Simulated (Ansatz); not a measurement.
Computed with DFT PBE, scalar-relativistic, plane waves, PAW (Ansatz 0.2.0). All cells share a 420 eV cutoff and Γ-centred k meshes spaced at most about 0.3 Å⁻¹ (about 0.25 or finer for metals, 2π included). Collinear spin in cells that started with moments and kept them past the coarse steps, no spin elsewhere.

Temperature and zero-point effects are left out.

Two relaxed structures of WS2:

A. (site moments W 0.6 (×2) μB)

```
CELL_PARAMETERS angstrom
6.52819 0.00000 0.00000
-3.26410 5.65358 0.00000
0.00000 0.00000 7.28473
ATOMIC_POSITIONS crystal
W 0.00000 0.00000 0.81380
W 0.00000 0.00000 0.18620
S 0.71324 0.00000 0.00000
S 0.00000 0.71324 0.00000
S 0.28676 0.28676 0.00000
S 0.00000 0.00000 0.50000
```

B. (no spin)

```
CELL_PARAMETERS angstrom
4.35164 0.00000 0.00000
-2.17582 3.76863 0.00000
0.00000 0.00000 2.96329
ATOMIC_POSITIONS crystal
W 0.00000 0.00000 0.50000
S 0.33333 0.66667 0.50000
S 0.66667 0.33333 0.50000
```

Question: Which form is favoured at zero pressure, and by what margin per atom?

Answer: A is lower, by 180 meV/atom. A has space group P-62m (No. 189), 44.8 Å³/atom and no gap on its mesh; B has space group P6/mmm (No. 191), 16.2 Å³/atom and no gap. Counting S atoms around W (those within 1.25 times the shortest such distance or 1.15 times the sum of covalent radii), A has W 4 and B has W 6. Their magnetic states differ too, which can make part of the margin. Even the lower one lies +0.15 eV/atom against the reference forms of the elements (uncorrected), so neither is stable at this level. Both come from invented guesses. A third cell relaxed alike, in P6_3/mmc (a cell as deposited in COD), lies 0.99 eV/atom below the lower of the two.

No dispersion correction is applied, so the spacing and binding between layers, chains or molecules are poorly described (P-62m), and this can change margins and order among such cells. These runs have no spin–orbit coupling, which can matter for W. A magnetic state wasn't ruled out in cells without spin, among them P6/mmm. Another magnetic order may lie lower. Cells relaxed within their symmetry can be saddle points.

The preference for A looks like a choice between two poor bonding arrangements. A consists of separate chains in which three sulfurs bridge each close W–W pair and a further sulfur links the pairs. This allows short W–S bonds and probably some direct metal–metal bonding, but leaves tungsten under-coordinated by sulfur. In B, tungsten and sulfur share flat sheets, so each sulfur has sulfur neighbours as near as its tungsten neighbours: too close for sulfide ions, yet too far for a normal S–S bond. The resulting repulsion and stretched W–S bonds probably outweigh the higher coordination.

The P6_3/mmc cell, 0.99 eV/atom below A, fits the known preference of WS2 for trigonal-prismatic layers, where the ligand field splits off a low-lying d band that the two d electrons of W(IV) fill. The metallic character of A and B therefore says nothing about ordinary, semiconducting WS2. With 16.2 against 44.8 Å³/atom, B would gain on A under compression, so the order found here probably holds only near zero pressure.
